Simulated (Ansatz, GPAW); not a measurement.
## One calculation of HfN, 3 ways

```
Hf N
1.0
     0.00000    2.25600    2.25600
     2.25600    0.00000    2.25600
     2.25600    2.25600    0.00000
Hf N
1 1
Direct
  0.00000 0.00000 0.00000
  0.50000 0.50000 0.50000
```

Alike in all runs: task single point; functional PBE; k mesh 10 × 10 × 10; occupations gaussian, width 0.014 eV; no spin polarisation; no spin-orbit coupling. Pressure is positive in compression and, in plane waves, holds the error of the finite cutoff, which Ansatz's Pulay term estimates and takes out.

```tsv
program and potentials	plane-wave cutoff (eV)	notes	band gap (eV)	pressure (GPa)
Ansatz, Ansatz PAW	420	15.5 valence electrons an atom on average; Pulay term of +0.50 GPa included	no gap	6.59
GPAW, GPAW PAW data sets (gpaw-data 1.2.1)	800	8.5 valence electrons an atom on average	no gap	6.71
Ansatz, all-electron LAPW, scalar-relativistic	-	-	?	?
```

Estimate from the other rows what the run with Ansatz, all-electron LAPW, scalar-relativistic gave.

No band gap; pressure 6.66 GPa. The other rows, which needn't bracket it: pressure 6.59 to 6.71.
